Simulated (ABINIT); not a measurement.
# BaTiO3 (R3m) in ABINIT: a series of runs

One crystal, BaTiO3, is run at these levels: LDA; tasks: relaxation of cell and atoms, single point.

Program: ABINIT 10.8.3 (patched build). These are calculated values, not measurements. Logs are shortened: lines on timing, memory, paths and dates and some standing lists are left out, and cuts for length are marked. The log counts tension as positive stress, the text compression.

**1. The structure**

The structure is trigonal, space group R3m (No. 160). The conventional cell has a = 5.655 Å, b = 5.655 Å, c = 6.955 Å, α = 90.00°, β = 90.00°, γ = 120.00°. Ba (site symmetry 3m) has 12 O at 2.79 to 2.89 Å as nearest neighbours. Ti (site symmetry 3m) is surrounded by 6 O at 1.87 to 2.14 Å. Around O (site symmetry m) lie 2 Ti at 1.87 to 2.14 Å.

**2. Relaxation of cell and atoms, LDA**

run.abi

```
# Pseudopotentials
pp_dirpath "./"
pseudos "Ba.LDA_PW-JTH.xml, Ti.LDA_PW-JTH.xml, O.LDA_PW-JTH.xml"

# Structure
acell 7.5668413483 7.5668413483 7.5668413483
rprim
     0.7061002468     0.4076671676     0.5789904333
    -0.7061002468     0.4076671676     0.5789904333
     0.0000000000    -0.8153343352     0.5789904333
ntypat 3
znucl 56 22 8
natom 5
typat 1 2 3 3 3
chkprim 0
chksymtnons 0
tolsym 1.0e-6
xred
            0.0            0.0            0.0
   0.4845000000   0.4845000000   0.4845000000
   0.5086000000   0.0175000000   0.5086000000
   0.0175000000   0.5086000000   0.5086000000
   0.5086000000   0.5086000000   0.0175000000

# Plane-wave basis
ecut 23.0
pawecutdg 45.0
pawovlp -1
ecutsm 0.5

# k points
kptopt 1
ngkpt 5 5 5
nshiftk 1
shiftk 0.0 0.0 0.0

# Exchange and correlation
ixc 7

# Bands and occupations
nband 24
occopt 3
tsmear 0.05 eV

# SCF cycle
nstep 80
tolvrs 1.0e-10

# Output
iomode 3
prteig 0
prtebands 0
prtwf 0
prtden 0

# Relaxation
ionmov 2
optcell 2
ntime 50
tolmxf 2.0e-5
dilatmx 1.08
```

Potentials or basis: JTH PAW LDA v2.0.

On the command line:

```sh
mpirun --bind-to none -np 4 abinit run.abi > log 2>&1
```

run.abo:

```text
.Version 10.8.3 of ABINIT
 Symmetries : space group R3 m (#160); Bravais hR (rhombohedral)
================================================================================
 Values of the parameters that define the memory need of the present run
     intxc =       0    ionmov =       2      iscf =      17    lmnmax =      18
     lnmax =       6     mgfft =      36  mpssoang =       3    mqgrid =    3001
     natom =       5  nloc_mem =       2    nspden =       1   nspinor =       1
    nsppol =       1      nsym =       6    n1xccc =       1    ntypat =       3
    occopt =       3   xclevel =       1
       mpw =        2902          nfft =       46656          nkpt =          19
Pmy_natom=         2
 PAW method is used; the additional fine FFT grid is defined by:
   mgfftf=        50    nfftf =    125000
================================================================================
================================================================================

--------------------------------------------------------------------------------
------------- Echo of variables that govern the present computation ------------
--------------------------------------------------------------------------------
 -outvars: echo values of preprocessed input variables --------
            acell      7.5668413483E+00  7.5668413483E+00  7.5668413483E+00 Bohr
              amu      1.37327000E+02  4.78800000E+01  1.59994000E+01
          chkprim           0
      chksymtnons           0
          dilatmx      1.08000000E+00
             ecut      2.30000000E+01 Hartree
           ecutsm      5.00000000E-01 Hartree
           ionmov           2
              ixc           7
         kptrlatt        5    0    0      0    5    0      0    0    5
          kptrlen      3.78342067E+01
            natom           5
            nband          24
            ngfft          36      36      36
          ngfftdg          50      50      50
             nkpt          19
            nstep          80
             nsym           6
            ntime          50
           ntypat           3
           occopt           3
          optcell           2
        pawecutdg      4.50000000E+01 Hartree
          pawovlp     -1.0000000000E+00
           prtden           0
        prtebands           0
           prteig           0
            prtwf           0
            rprim      7.0610024680E-01  4.0766716760E-01  5.7899043330E-01
                      -7.0610024680E-01  4.0766716760E-01  5.7899043330E-01
                       0.0000000000E+00 -8.1533433520E-01  5.7899043330E-01
          spgroup         160
           tolmxf      2.00000000E-05
           tolsym      1.00000000E-06
           tolvrs      1.00000000E-10
           tsmear      1.83746611E-03 Hartree
            typat      1  2  3  3  3
           useylm           1
           xangst      0.0000000000E+00  0.0000000000E+00  0.0000000000E+00
                       1.0939338586E-16  2.1729004658E-16  3.3697849399E+00
                       1.3885197404E+00 -8.0166224595E-01  2.3988417456E+00
                      -1.3885197404E+00 -8.0166224595E-01  2.3988417456E+00
                      -3.9676392794E-16  1.6033244919E+00  2.3988417456E+00
            xcart      0.0000000000E+00  0.0000000000E+00  0.0000000000E+00
                       2.0672353927E-16  4.1061867792E-16  6.3679706395E+00
                       2.6239220297E+00 -1.5149220903E+00  4.5331539186E+00
                      -2.6239220297E+00 -1.5149220903E+00  4.5331539186E+00
                      -7.4977516044E-16  3.0298441807E+00  4.5331539186E+00
             xred      0.0000000000E+00  0.0000000000E+00  0.0000000000E+00
                       4.8450000000E-01  4.8450000000E-01  4.8450000000E-01
                       5.0860000000E-01  1.7500000000E-02  5.0860000000E-01
                       1.7500000000E-02  5.0860000000E-01  5.0860000000E-01
                       5.0860000000E-01  5.0860000000E-01  1.7500000000E-02
            znucl       56.00000   22.00000    8.00000

================================================================================

 chkinp: Checking input parameters for consistency.

================================================================================
== DATASET  1 ==================================================================

--- !DatasetInfo
iteration_state: {dtset: 1, }
dimensions: {natom: 5, nkpt: 19, mband: 24, nsppol: 1, nspinor: 1, nspden: 1, mpw: 2902, }
cutoff_energies: {ecut:  23.0, pawecutdg:  45.0, }
[... 2239 lines left out ...]
================================================================================

 ----iterations are completed or convergence reached----

 Mean square residual over all n,k,spin=   42.124E-13; max=  19.117E-10
 reduced coordinates (array xred) for    5 atoms
      -0.001351110589     -0.001351110589     -0.001351110589
       0.488361312369      0.488361312369      0.488361312369
       0.508875752329      0.014438293562      0.508875752329
       0.014438293562      0.508875752329      0.508875752329
       0.508875752329      0.508875752329      0.014438293562
 rms dE/dt=  1.0968E-04; max dE/dt=  0.0000E+00; dE/dt below (all hartree)
    1      -0.000121213835     -0.000121213835     -0.000121213835
    2      -0.000082310726     -0.000082310726     -0.000082310726
    3      -0.000098898962     -0.000138287315     -0.000098898962
    4      -0.000138287315     -0.000098898962     -0.000098898962
    5      -0.000098898962     -0.000098898962     -0.000138287315

 cartesian coordinates (angstrom) at end:
    1      0.00000000000000     0.00000000000000    -0.00928278258398
    2     -0.00000000000000    -0.00000000000000     3.35527818579067
    3      1.38347786246989    -0.79875131638377     2.36388088480402
    4     -1.38347786246989    -0.79875131638377     2.36388088480402
    5     -0.00000000000000     1.59750263276754     2.36388088480402

 cartesian forces (hartree/bohr) at end:
    1     -0.00000000000000    -0.00000000000000     0.00000307129374
    2      0.00000000000000     0.00000000000000    -0.00000591787263
    3     -0.00000372458696     0.00000215039128     0.00000094885963
    4      0.00000372458696     0.00000215039128     0.00000094885963
    5     -0.00000000000000    -0.00000430078257     0.00000094885963
 frms,max,avg= 2.6159161E-06 5.9178726E-06   0.000E+00  0.000E+00  2.494E-05 h/b

 cartesian forces (eV/Angstrom) at end:
    1     -0.00000000000000    -0.00000000000000     0.00015793227388
    2      0.00000000000000     0.00000000000000    -0.00030430924585
    3     -0.00019152596215     0.00011057756580     0.00004879232399
    4      0.00019152596215     0.00011057756580     0.00004879232399
    5     -0.00000000000000    -0.00022115513159     0.00004879232399
 frms,max,avg= 1.3451582E-04 3.0430925E-04   0.000E+00  0.000E+00  1.282E-03 e/A
 length scales=  7.483858166609  7.483858166609  7.483858166931 bohr
              =  3.960287188713  3.960287188713  3.960287188884 angstroms
 Fermi (or HOMO) energy (hartree) =   0.18671   Average Vxc (hartree)=  -0.43917
 Eigenvalues (hartree) for nkpt=  19  k points:
 kpt#   1, nband= 24, wtk=  0.00800, kpt=  0.0000  0.0000  0.0000 (reduced coord)
  -1.89509   -1.03525   -1.03525   -1.03493   -0.75860   -0.46362   -0.43802   -0.43802
  -0.21285   -0.21285   -0.21284    0.06598    0.06598    0.06606    0.09882    0.09882
   0.10522    0.13238    0.13695    0.13695    0.22783    0.22783    0.23265    0.31580
      occupation numbers for kpt#   1
   2.00000    2.00000    2.00000    2.00000    2.00000    2.00000    2.00000    2.00000
   2.00000    2.00000    2.00000    2.00000    2.00000    2.00000    2.00000    2.00000
   2.00000    2.00000    2.00000    2.00000    0.00000    0.00000    0.00000    0.00000
 prteigrs : prtvol=0 or 1, do not print more k-points.

--- !EnergyTerms
iteration_state     : {dtset: 1, itime: 18, icycle: 1, }
comment             : Components of total free energy in Hartree
kinetic             :  3.95242546045764E+01
hartree             :  2.89614282884409E+01
xc                  : -2.16236366539093E+01
Ewald energy        : -1.04543659398534E+02
psp_core            :  9.61638236904434E+00
local_psp           : -8.89895594659463E+01
PAW spherical_terms :  3.54437365147328E+00
internal            : -1.33510416604854E+02
'-kT*entropy'       : -9.79870484120371E-13
total_energy        : -1.33510416604855E+02
total_energy_eV     : -3.63300351409656E+03
...

--- !EnergyTermsDC
iteration_state     : {dtset: 1, itime: 18, icycle: 1, }
comment             : '"Double-counting" decomposition of free energy'
band_energy         : -1.41949895758717E+01
Ewald energy        : -1.04543659398534E+02
psp_core            :  9.61638236904434E+00
xc_dc               : -2.71494079073370E+01
PAW spherical_terms :  2.76125821708782E+00
internal            : -1.33510416295610E+02
'-kT*entropy'       : -9.79870484120371E-13
total_energy_dc     : -1.33510416295611E+02
total_energy_dc_eV  : -3.63300350568160E+03
...

--- !EnergyTermsWithPAWCore
iteration_state     : {dtset: 1, itime: 18, icycle: 1, }
comment             : 'Components of total free energy, including PAW core contributions'
Total energy        : -9.20619977419905E+03
Total energy DC     : -9.20619977388981E+03
Total energy (eV)   : -2.50513457913394E+05
Total energy DC (eV): -2.50513457904979E+05
...

 rms coord change=  2.2918E-03   atom, delta coord (reduced):
     1       -0.001351110589     -0.001351110589     -0.001351110589
     2        0.003861312369      0.003861312369      0.003861312369
     3        0.000275752329     -0.003061706438      0.000275752329
     4       -0.003061706438      0.000275752329      0.000275752329
     5        0.000275752329      0.000275752329     -0.003061706438

 Cartesian components of stress tensor (hartree/bohr^3)
  sigma(1 1)=  7.92159223E-08  sigma(3 2)=  0.00000000E+00
  sigma(2 2)=  7.92119650E-08  sigma(3 1)=  0.00000000E+00
  sigma(3 3)=  1.05581359E-07  sigma(2 1)=  0.00000000E+00

-Cartesian components of stress tensor (GPa)         [Pressure= -2.5891E-03 GPa]
- sigma(1 1)=  2.33061290E-03  sigma(3 2)=  0.00000000E+00
- sigma(2 2)=  2.33049647E-03  sigma(3 1)=  0.00000000E+00
- sigma(3 3)=  3.10631083E-03  sigma(2 1)=  0.00000000E+00

== END DATASET(S) ==============================================================
================================================================================

 -outvars: echo values of variables after computation  --------
            acell      7.4838581666E+00  7.4838581666E+00  7.4838581669E+00 Bohr
           etotal     -1.3351041630E+02
            fcart     -1.1501818926E-21 -1.0203519372E-21  3.0712937368E-06
                       2.0171105521E-21  1.1925855917E-21 -5.9178726290E-06
                      -3.7245869609E-06  2.1503912843E-06  9.4885963075E-07
                       3.7245869609E-06  2.1503912843E-06  9.4885963075E-07
                      -8.2264292790E-22 -4.3007825686E-06  9.4885963075E-07
            rprim      7.0653579250E-01  4.0791863002E-01  5.7828156222E-01
                      -7.0653579250E-01  4.0791863002E-01  5.7828156222E-01
                       0.0000000000E+00 -8.1583726001E-01  5.7828156219E-01
           strten      7.9215922294E-08  7.9211965025E-08  1.0558135926E-07
                       0.0000000000E+00  0.0000000000E+00  0.0000000000E+00
           xangst      1.7515568439E-19  1.7391935930E-18 -9.2827825840E-03
                      -7.6804678887E-17 -2.7064766158E-16  3.3552781858E+00
                       1.3834778625E+00 -7.9875131638E-01  2.3638808848E+00
                      -1.3834778625E+00 -7.9875131638E-01  2.3638808848E+00
                      -6.6639185751E-16  1.5975026328E+00  2.3638808848E+00
             xred     -1.3511105888E-03 -1.3511105888E-03 -1.3511105888E-03
                       4.8836131237E-01  4.8836131237E-01  4.8836131237E-01
                       5.0887575233E-01  1.4438293562E-02  5.0887575233E-01
                       1.4438293562E-02  5.0887575233E-01  5.0887575233E-01
                       5.0887575233E-01  5.0887575233E-01  1.4438293562E-02
 Calculation completed.
```

Run time: 3.5 min. Hardware: 4 MPI ranks of Arm Neoverse V2, shared host; peak memory 0.44 GiB.

What came out:

```
Free energy                            : -3633.0035 eV
Relaxed volume                         : 12.42 Å³/atom
Relaxed cell                           : a = 3.960 Å, b = 3.960 Å, c = 3.960 Å, α = 89.91°, β = 89.91°, γ = 89.91°
Space group after relaxing (to 0.05 Å) : R3m (No. 160)
Energy gained by relaxing              : 6.3 meV/atom
Ionic steps                            : 18
Pressure after relaxing                : 0.0 GPa
Band gap on the k mesh                 : 2.31 eV, indirect (least direct gap 2.47 eV)
```

The path:
| step | energy change (eV) | largest force (eV/Å) | pressure (GPa) | volume (Å³) |
| --- | --- | --- | --- | --- |
| 1 | 0.0000 | 0.1502 | -4.62 | 64.20 |
| 2 | -0.0195 | 0.1366 | -2.16 | 63.30 |
| 3 | -0.0262 | 0.2321 | 0.09 | 62.47 |
| 4 | -0.0276 | 0.2101 | 0.27 | 62.35 |
| 5 | -0.0309 | 0.0775 | 0.33 | 62.10 |
| 6 | -0.0311 | 0.0440 | 0.08 | 62.14 |
| 7 | -0.0312 | 0.0266 | -0.04 | 62.17 |
| 8 | -0.0313 | 0.0207 | -0.11 | 62.18 |
| 9 | -0.0313 | 0.0191 | -0.10 | 62.16 |
| 10 | -0.0313 | 0.0174 | -0.04 | 62.14 |
| 11 | -0.0314 | 0.0142 | 0.01 | 62.12 |
| 12 | -0.0314 | 0.0103 | 0.04 | 62.11 |
| 13 | -0.0314 | 0.0063 | 0.03 | 62.11 |
| 14 | -0.0314 | 0.0039 | 0.01 | 62.11 |
| 15 | -0.0314 | 0.0028 | -0.01 | 62.12 |
| 16 | -0.0314 | 0.0017 | -0.01 | 62.12 |
| 17 | -0.0314 | 0.0010 | -0.01 | 62.11 |
| 18 | -0.0314 | 0.0003 | 0.00 | 62.11 |

Final structure:
```
CELL_PARAMETERS angstrom
2.79808 1.61547 2.29016
-2.79808 1.61547 2.29016
0.00000 -3.23095 2.29016
ATOMIC_POSITIONS crystal
Ba 0.99865 0.99865 0.99865
Ti 0.48836 0.48836 0.48836
O 0.50888 0.01444 0.50888
O 0.01444 0.50888 0.50888
O 0.50888 0.50888 0.01444
```

Caveat: this set's barium file shifts pressures by 1.5 GPa and gaps by 0.1 eV against other sets; spin-orbit coupling is left out, which moves the levels of the heavy elements; an odd mesh through Γ misses points on the zone boundary, where band edges often lie; the atomic spheres overlap.

**3. Single point, LDA (cell relaxed)**

run.abi

```
# Pseudopotentials
pp_dirpath "./"
pseudos "Ba.LDA_PW-JTH.xml, Ti.LDA_PW-JTH.xml, O.LDA_PW-JTH.xml"

# Structure
acell 7.4838581667 7.4838581667 7.4838581608
rprim
     0.7065357927     0.4079186311     0.5782815612
    -0.7065357927     0.4079186311     0.5782815612
     0.0000000000    -0.8158372604     0.5782815617
ntypat 3
znucl 56 22 8
natom 5
typat 1 2 3 3 3
xred
    -0.0013511100    -0.0013511100    -0.0013511100
     0.4883613100     0.4883613100     0.4883613100
     0.5088757500     0.0144382900     0.5088757500
     0.0144382900     0.5088757500     0.5088757500
     0.5088757500     0.5088757500     0.0144382900
chkprim 0
chksymtnons 0
tolsym 1.0e-6

# Plane-wave basis
ecut 23.0
pawecutdg 45.0

# k points
kptopt 1
ngkpt 5 5 5
nshiftk 1
shiftk 0.0 0.0 0.0

# Exchange and correlation
ixc 7

# Bands and occupations
nband 24
occopt 3
tsmear 0.00183747

# SCF cycle
nstep 100
tolvrs 1.0e-9

# Output
iomode 3
prtwf 0
prteig 0
prtebands 0
enunit 2
prtvol 2
prtden 1
prtvha 1
prtvclmb 1
prtpot 1
```

Potentials or basis: JTH PAW LDA v2.0.

On the command line:

```sh
mpirun --bind-to none -np 4 abinit run.abi > log 2>&1
```

Wall time 14 s (4 MPI ranks of Arm Neoverse V2, shared host); peak memory 0.4 GiB.

It converged, with:

* Free energy: -3633.0050 eV
* Pressure: -0.2 GPa
* Largest force: 0.012 eV/Å
* Band gap on the k mesh: 2.31 eV, indirect (least direct gap 2.47 eV)

Forces in eV/Å, atoms in the order of the input:
```
Ba   0.000  0.000  0.004
Ti   0.000  0.000  0.002
O    0.011 -0.006 -0.002
O   -0.011 -0.006 -0.002
O    0.000  0.012 -0.002
```

Levels at points of the mesh, in eV from the valence-band top:
```
           k point  band 17  band 18  band 19  band 20  band 21  band 22  band 23  band 24
(0.00, 0.00, 0.00)    -1.03    -0.29    -0.16    -0.16     2.31     2.31     2.44     4.70
```

Caveat: this set's barium file shifts pressures by 1.5 GPa and gaps by 0.1 eV against other sets; spin-orbit coupling is left out, which moves the levels of the heavy elements; an odd mesh through Γ misses points on the zone boundary, where band edges often lie; the atomic spheres overlap.
